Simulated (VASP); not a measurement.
# BN (P-6m2) in VASP: reference runs

Aim: a first look at BN with PBE, on the cell as given and on a disturbed one.

Program: VASP 6.6.1. These are calculated values, not measurements. Logs are shortened: lines on timing, memory, paths and dates and some standing lists are left out, and cuts for length are marked.

## (1) The crystal as given

The structure is hexagonal, space group P-6m2 (No. 187). Conventional cell: a = 2.510 Å, b = 2.510 Å, c = 6.690 Å, α = 90.00°, β = 90.00°, γ = 120.00°. N (site symmetry -6m2) is surrounded by 3 B at 1.45 Å. N (site symmetry -6m2) has 3 B at 1.45 Å as nearest neighbours. Around B (site symmetry -6m2) lie 3 N at 1.45 Å. Around B (site symmetry -6m2) lie 3 N at 1.45 Å.

Measurements of this composition are mostly on another form, of space group No. 194.

## (2) Single point, PBE

Input file INCAR:

```
ALGO     = Normal         # electronic algorithm
EDIFF    = 1E-7           # SCF threshold, eV
ENCUT    = 520            # plane-wave cutoff, eV
GGA      = PE             # functional
ISIF     = 2              # what is computed and relaxed
ISMEAR   = -1             # smearing method
LASPH    = T              # aspherical terms in the spheres
LCHARG   = F              # write CHGCAR
LREAL    = F              # projectors in reciprocal space
LWAVE    = F              # write WAVECAR
NBANDS   = 16             # bands
NELM     = 60             # most SCF steps
PREC     = Accurate       # precision mode
SIGMA    = 0.05           # smearing width, eV
```

Input file KPOINTS:

```
k-points
0
Gamma
  12 12 4
```

Input file POSCAR:

```
BN
1.0
    2.5100000000      0.0000000000      0.0000000000
   -1.2550000000      2.1737237635      0.0000000000
    0.0000000000      0.0000000000      6.6900000000
N B
2 2
Direct
    0.6666666667      0.3333333333      0.5000000000
    0.0000000000      0.0000000000      0.0000000000
    0.3333333333      0.6666666667      0.0000000000
    0.0000000000      0.0000000000      0.5000000000
```

Potentials or basis: VASP PAW PBE potentials, release 64 (N, B).

The run is started by

```sh
$ cat potpaw_PBE.64/N/POTCAR potpaw_PBE.64/B/POTCAR > POTCAR
$ mpirun -np 1 vasp_std > vasp.out
```

OUTCAR:

```text
EDIFF = 1E-7
   ENCUT = 520
   GGA = PE
   ISIF = 2
   ISMEAR = -1
   LASPH = T
   LREAL = F
   NELM = 60
   PREC = Accurate

 ion  position               nearest neighbor table
   1  0.667  0.333  0.500-   4 1.45   4 1.45   4 1.45
   2  0.000  0.000  0.000-   3 1.45   3 1.45   3 1.45
   3  0.333  0.667  0.000-   2 1.45   2 1.45   2 1.45
   4  0.000  0.000  0.500-   1 1.45   1 1.45   1 1.45

  LATTYP: Found a hexagonal cell.
 ALAT       =     2.5100000000
 C/A-ratio  =     2.6653386454

  Lattice vectors:

 A1 = (   2.5100000000,   0.0000000000,   0.0000000000)
 A2 = (  -1.2550000000,   2.1737237635,   0.0000000000)
 A3 = (   0.0000000000,   0.0000000000,   6.6900000000)

Analysis of symmetry for initial positions (statically):
=====================================================================
 Subroutine PRICEL returns:
 Original cell was already a primitive cell.

 Routine SETGRP: Setting up the symmetry group for a
 hexagonal supercell.

 Subroutine GETGRP returns: Found 12 space group operations
 (whereof 12 operations were pure point group operations)
 out of a pool of 24 trial point group operations.

The static configuration has the point symmetry D_3h.

Analysis of symmetry for dynamics (positions and initial velocities):
=====================================================================
 Subroutine PRICEL returns:
 Original cell was already a primitive cell.

 Routine SETGRP: Setting up the symmetry group for a
 hexagonal supercell.

 Subroutine GETGRP returns: Found 12 space group operations
 (whereof 12 operations were pure point group operations)
 out of a pool of 24 trial point group operations.

The dynamic configuration has the point symmetry D_3h.

 Subroutine INISYM returns: Found 12 space group operations
 (whereof 12 operations are pure point group operations),
 and found     1 'primitive' translations

----------------------------------------------------------------------------------------

                                     Primitive cell

  volume of cell :      36.5010

  direct lattice vectors                    reciprocal lattice vectors
     2.510000000  0.000000000  0.000000000     0.398406375  0.230020028  0.000000000
    -1.255000000  2.173723763  0.000000000     0.000000000  0.460040055  0.000000000
     0.000000000  0.000000000  6.690000000     0.000000000  0.000000000  0.149476831

  length of vectors
     2.510000000  2.510000000  6.690000000     0.460040055  0.460040055  0.149476831

  position of ions in fractional coordinates (direct lattice)
     0.666666667  0.333333333  0.500000000
     0.000000000  0.000000000  0.000000000
     0.333333333  0.666666667  0.000000000
     0.000000000  0.000000000  0.500000000

  ion indices of the primitive-cell ions
   primitive index   ion index
                 1           1
                 2           2
                 3           3
                 4           4

----------------------------------------------------------------------------------------

 KPOINTS: k-points

Automatic generation of k-mesh.
 Grid dimensions read from file:
 generate k-points for:   12   12    4

 Generating k-lattice:

  Cartesian coordinates                     Fractional coordinates (reciprocal lattice)
     0.033200531  0.019168336  0.000000000     0.083333333  0.000000000  0.000000000
     0.000000000  0.038336671  0.000000000     0.000000000  0.083333333  0.000000000
     0.000000000  0.000000000  0.037369208     0.000000000  0.000000000  0.250000000

  Length of vectors
     0.038336671  0.038336671  0.037369208

  Shift w.r.t. Gamma in fractional coordinates (k-lattice)
     0.000000000  0.000000000  0.000000000

 Subroutine IBZKPT returns following result:
 ===========================================

 Found     57 irreducible k-points:

 Following reciprocal coordinates:
            Coordinates               Weight
  0.000000  0.000000  0.000000      1.000000
  0.083333  0.000000  0.000000      6.000000
  0.166667 -0.000000  0.000000      6.000000
  0.250000  0.000000  0.000000      6.000000
  0.333333  0.000000  0.000000      6.000000
  0.416667  0.000000  0.000000      6.000000
[... 42 lines left out ...]
  0.333333  0.083333  0.500000     12.000000
  0.416667  0.083333  0.500000     12.000000
 [... further k-points ...]
   k-points           NKPTS =     57   k-points in BZ     NKDIM =     57   number of bands    NBANDS=     16
   number of dos      NEDOS =    301   number of ions     NIONS =      4
   total plane-waves  NPLWV =  20000
   dimension x,y,z NGX =    20 NGY =   20 NGZ =   50
   dimension x,y,z NGXF=    40 NGYF=   40 NGZF=  100
   ions per type =               2   2
   NGX,Y,Z   is equivalent  to a cutoff of  13.25, 13.25, 12.42 a.u.
   NGXF,Y,Z  is equivalent  to a cutoff of  26.49, 26.49, 24.85 a.u.
 SYSTEM =  unknown system
   PREC   = accura    normal or accurate (medium, high low for compatibility)
   ISTART =      0    job   : 0-new  1-cont  2-samecut
   ICHARG =      2    charge: 1-file 2-atom 10-const
   ISPIN  =      1    spin polarized calculation?
   LNONCOLLINEAR =      F non collinear calculations
   LSORBIT =      F    spin-orbit coupling
   LASPH  =      T    aspherical Exc in radial PAW
   ENCUT  =  520.0 eV  38.22 Ry    6.18 a.u.   4.67  4.67 12.44*2*pi/ulx,y,z
   NELM   =     60;   NELMIN=  2; NELMDL= -5     # of ELM steps
   EDIFF  = 0.1E-06   stopping-criterion for ELM
   LREAL  =      F    real-space projection
   EDIFFG = 0.1E-05   stopping-criterion for IOM
   NSW    =      0    number of steps for IOM
   IBRION =     -1    ionic relax: 0-MD 1-quasi-New 2-CG
   NFREE  =      0    steps in history (QN), initial steepest desc. (CG)
   ISIF   =      2    stress and relaxation
   ISYM   =      2    0-nonsym 1-usesym 2-fastsym
   POTIM  = 0.5000    time-step for ionic-motion
   TEBEG  =    0.0;   TEEND  =   0.0 temperature during run
   PSTRESS=    0.0 pullay stress
   NELECT =      16.0000    total number of electrons
   NUPDOWN=      -1.0000    fix difference up-down
   EMIN   =  10.00;   EMAX   =-10.00  energy-range for DOS
   EFERMI =   0.00;   METHOD = LEGACY
   ISMEAR =    -1;   SIGMA  =   0.05  broadening in eV -4-tet -1-fermi 0-gaus
   EFERMI_NEDOS =   21; number of points for ismear=-14 and -15
   IALGO  =     38    algorithm
   IMIX   =      4    mixing-type and parameters
     AMIX     =   0.40;   BMIX     =  1.00
     AMIX_MAG =   1.60;   BMIX_MAG =  1.00
  volume/ion in A,a.u.               =       9.13        61.58
  Fermi-wavevector in a.u.,A,eV,Ry     =   1.243598  2.350060 21.041907  1.546537
  Thomas-Fermi vector in A             =   2.377902
   LORBIT       =      0    0 simple, 1 ext, 2 COOP (PROOUT), +10 PAW based schemes
   GGA     = PE    functional components
   LHFCALC =     F    Hartree Fock is set to
   AEXX    =    0.0000 exact exchange contribution
   IVDW    =     0    specifies the selected vdW correction
   LEPSILON=     F    determine dielectric tensor
   LRPA    =     F    only Hartree local field effects (RPA)
 non-spin polarized calculation
  energy-cutoff  :      520.00
  volume of cell :       36.50
 maximum number of plane-waves:      1000
 NGX is ok and might be reduce to    20
   NGX =  9   NGY =  9   NGZ = 25

 number of electron      15.9999998 magnetization

 Free energy of the ion-electron system (eV)
  ---------------------------------------------------
  ext. energy  EPLUGINS =         0.00000000
  ---------------------------------------------------
  free energy    TOTEN  =       -35.16106512 eV

  energy without entropy =      -35.16106512  energy(sigma->0) =      -35.16106512

 E-fermi :   3.3151     XC(G=0): -10.0150

 val. band max:        2.2331923677   @ k =   0.3333   0.3333   0.5000
 cond. band min:       6.5891666725   @ k =   0.5000   0.0000   0.0000
 fundamental gap:      4.3559743048
 Fermi energy:         3.3151226202

 k-point     1 :       0.0000    0.0000    0.0000
  band No.  band energies     occupation
      1     -15.5774      2.00000
      2     -15.2851      2.00000
      3      -3.9610      2.00000
      4      -1.9206      2.00000
      5       0.8043      2.00000
      6       0.8043      2.00000
[... 8 lines left out ...]
     15      14.3010      0.00000
     16      15.2155      0.00000

 k-point     2 :       0.0833    0.0000    0.0000
  band No.  band energies     occupation
      1     -15.4424      2.00000
      2     -15.1542      2.00000
      3      -3.7749      2.00000
      4      -1.7547      2.00000
      5       0.2456      2.00000
      6       0.3473      2.00000
[... 8 lines left out ...]
     15      14.7356      0.00000
     16      14.7970      0.00000

 k-point     3 :       0.1667   -0.0000    0.0000
  band No.  band energies     occupation
      1     -15.0445      2.00000
      2     -14.7689      2.00000
      3      -3.2230      2.00000
      4      -1.2677      2.00000
      5      -1.1653      2.00000
      6      -1.0559      2.00000
[... 8 lines left out ...]
     15      15.9535      0.00000
     16      15.9745      0.00000

 k-point     4 :       0.2500    0.0000    0.0000
  band No.  band energies     occupation
      1     -14.4106      2.00000
      2     -14.1570      2.00000
      3      -2.9532      2.00000
      4      -2.8281      2.00000
      5      -2.3290      2.00000
      6      -0.8061      2.00000
[... 8 lines left out ...]
     15      17.3194      0.00000
     16      18.1101      0.00000

 k-point     5 :       0.3333    0.0000    0.0000
  band No.  band energies     occupation
      1     -13.6083      2.00000
      2     -13.3890      2.00000
      3      -4.7342      2.00000
      4      -4.5900      2.00000
      5      -1.4296      2.00000
      6      -1.3168      2.00000
[... 8 lines left out ...]
     15      17.9596      0.00000
     16      20.6147      0.00000

 k-point     6 :       0.4167    0.0000    0.0000
  band No.  band energies     occupation
      1     -12.8113      2.00000
      2     -12.6442      2.00000
      3      -6.1569      2.00000
      4      -5.9995      2.00000
      5      -1.8386      2.00000
      6      -1.7245      2.00000
[... 8 lines left out ...]
     15      17.6762      0.00000
     16      19.9936      0.00000
[... 571 lines left out ...]
 k-point    37 :       0.3333    0.2500    0.2500
  band No.  band energies     occupation
      1     -12.0351      2.00000
      2     -11.9258      2.00000
      3      -5.9498      2.00000
      4      -5.8401      2.00000
      5      -4.3282      2.00000
      6      -4.2175      2.00000
[... 8 lines left out ...]
     15      16.9346      0.00000
     16      18.0339      0.00000

 k-point    38 :       0.3333    0.3333    0.2500
  band No.  band energies     occupation
      1     -11.8385      2.00000
      2     -11.7379      2.00000
      3      -5.7183      2.00000
      4      -5.6364      2.00000
      5      -4.9991      2.00000
      6      -4.9140      2.00000
[... 8 lines left out ...]
     15      17.1940      0.00000
     16      19.0089      0.00000

 k-point    39 :       0.0000    0.0000    0.5000
  band No.  band energies     occupation
      1     -15.4825      2.00000
      2     -15.3882      2.00000
      3      -3.0976      2.00000
      4      -3.0135      2.00000
      5       0.8053      2.00000
      6       0.8053      2.00000
[... 8 lines left out ...]
     15      14.9113      0.00000
     16      14.9339      0.00000

 k-point    40 :       0.0833    0.0000    0.5000
  band No.  band energies     occupation
      1     -15.3495      2.00000
      2     -15.2550      2.00000
      3      -2.9211      2.00000
      4      -2.8363      2.00000
      5       0.2508      2.00000
      6       0.3505      2.00000
[... 8 lines left out ...]
     15      14.7562      0.00000
     16      14.8144      0.00000

 [... further k-points ...]

------------------------ aborting loop because EDIFF is reached ----------------------------------------

  FORCE on cell =-STRESS in cart. coord.  units (eV):
  Direction    XX          YY          ZZ          XY          YZ          ZX
  --------------------------------------------------------------------------------------
  -------------------------------------------------------------------------------------
  Total        0.2325154      0.2325154      0.5636103      0.0000000      0.0000000      0.0000000
  in kB       10.2060596     10.2060596     24.7391796      0.0000000      0.0000000      0.0000000
  external PRESSURE =      15.0504330 kB  Pullay stress =       0.0000000 kB

 VOLUME and BASIS-vectors are now :
 -----------------------------------------------------------------------------
  energy-cutoff  :      520.00
  volume of cell :       36.50
      direct lattice vectors                 reciprocal lattice vectors
     2.510000000  0.000000000  0.000000000     0.398406375  0.230020028  0.000000000
    -1.255000000  2.173723763  0.000000000     0.000000000  0.460040055  0.000000000
     0.000000000  0.000000000  6.690000000     0.000000000  0.000000000  0.149476831

 POSITION                                       TOTAL-FORCE (eV/Angst)
 -----------------------------------------------------------------------------------
      1.25500      0.72457      3.34500         0.000000     -0.000000      0.000000
      0.00000      0.00000      0.00000         0.000000      0.000000      0.000000
     -0.00000      1.44915      0.00000         0.000000      0.000000      0.000000
      0.00000      0.00000      3.34500        -0.000000      0.000000      0.000000
 -----------------------------------------------------------------------------------
    total drift:                               -0.000001      0.000000      0.000000

  FREE ENERGIE OF THE ION-ELECTRON SYSTEM (eV)
  ---------------------------------------------------
  free  energy   TOTEN  =       -35.1610651168 eV

  energy  without entropy=      -35.1610651168  energy(sigma->0) =      -35.16106512
```

Run time: 24 s. Hardware: 1 thread of Intel Xeon Platinum 8559C (Emerald Rapids), shared host; peak memory 0.15 GiB.

Results:

```
Free energy            : -35.1611 eV
Pressure               : 1.5 GPa
Band gap on the k mesh : 4.36 eV, indirect (least direct gap 4.47 eV)
```

Stress tensor (GPa, compression positive):
```
1.02 0.00 0.00
0.00 1.02 0.00
0.00 0.00 2.47
```

Caveat: this functional lacks dispersion, which binds the layers, so the pressure and a relaxed spacing across them are unreliable. A k mesh can miss the band edges.

(Part 1 of 2 ends here.)
